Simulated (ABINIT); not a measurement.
Mo:

```
Mo
1.0
    -1.58381    1.58381    1.58381
     1.58381   -1.58381    1.58381
     1.58381    1.58381   -1.58381
Mo
1
Direct
  0.00000 0.00000 0.00000
```

```yaml
Program: ABINIT 10.8.3 (patched build)
Task: single point
Functional: PBEsol
Potentials_or_basis: PseudoDojo NC SR PBEsol v0.4.1 standard
Cutoff: 1088 eV
k_mesh: 12 × 12 × 12
Occupations: fermi-dirac, width 0.05 eV
Spin: no spin polarisation
```

On this cell: pressure -9.4 GPa; band gap on the k mesh none (metal or under the smearing width).

The same run follows on a disturbed copy (cell strained at random at fixed volume):

```
Mo
1.0
    -1.59439    1.59130    1.58454
     1.61239   -1.54306    1.55430
     1.60659    1.55526   -1.53630
Mo
1
Direct
  0.99511 0.97150 0.97202
```

**Question.** What does the disturbed cell give?

**Answer.** The energy (extrapolated to zero smearing) moves by +12.2 meV/atom; pressure -9.1 GPa; band gap on the k mesh none (metal or under the smearing width).

Stress tensor (GPa, compression positive):
```
-14.39  -0.80  -1.22
 -0.80  -6.93  -3.09
 -1.22  -3.09  -6.03
```
